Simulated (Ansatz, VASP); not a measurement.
PbS2: VASP beside Ansatz

Contents of INCAR:

```
PREC = Accurate
ENCUT = 520
EDIFF = 1E-6
ISMEAR = -1
SIGMA = 0.15
LREAL = F
LASPH = T
NELM = 100
ALGO = Normal
ISIF = 2
LWAVE = F
LCHARG = F
NBANDS = 20
```

File KPOINTS:

```
regular mesh
0
Gamma
  12 12 12
```

The input POSCAR:

```
PbS2
1.0
    0.0000000000      3.2933000000      3.2933000000
    3.2933000000      0.0000000000      3.2933000000
    3.2933000000      3.2933000000      0.0000000000
Pb S
1 2
Direct
    0.0000000000      0.0000000000      0.0000000000
    0.2500000000      0.2500000000      0.2500000000
    0.7500000000      0.7500000000      0.7500000000
```

Input for Ansatz:

```yaml
crystal:
  lattice:
    - [0.0, 3.2933, 3.2933]
    - [3.2933, 0.0, 3.2933]
    - [3.2933, 3.2933, 0.0]
  atoms:
    - { symbol: Pb, position: [0.0, 0.0, 0.0] }
    - { symbol: S, position: [0.25, 0.25, 0.25] }
    - { symbol: S, position: [0.75, 0.75, 0.75] }
basis:
  ecutwfc: 420
kpoints:
  mp_grid: { grid: [12, 12, 12] }
hamiltonian:
  xc: lda
scf:
  occupations: { method: fermi_dirac, width: 0.15 }
output:
  forces: true
  stress: true
  eigenvalues: true
```

Alike in both runs: task single point; functional LDA; k mesh 12 × 12 × 12; occupations fermi-dirac, width 0.15 eV; no spin polarisation.

|  | VASP | Ansatz |
| --- | --- | --- |
| version | VASP 6.6.1 | Ansatz 0.2.0 |
| potentials or method | VASP PAW LDA potentials, release 64 (Pb_d, S) | scalar-relativistic, plane waves, PAW |
| plane-wave cutoff (eV) | 520 | 420 |
| valence electrons in the cell | 26 | 26 |

|  | VASP | Ansatz | Ansatz less VASP |
| --- | --- | --- | --- |
| gap on the k mesh at the Fermi level (eV) | none | none | - |
| pressure (GPa) | 0.4 | 0.4 | +0.05 |

A gap of «none» marks a metal or a gap that the smearing closes.

The runs have no spin-orbit coupling, so splittings on Pb are missing.
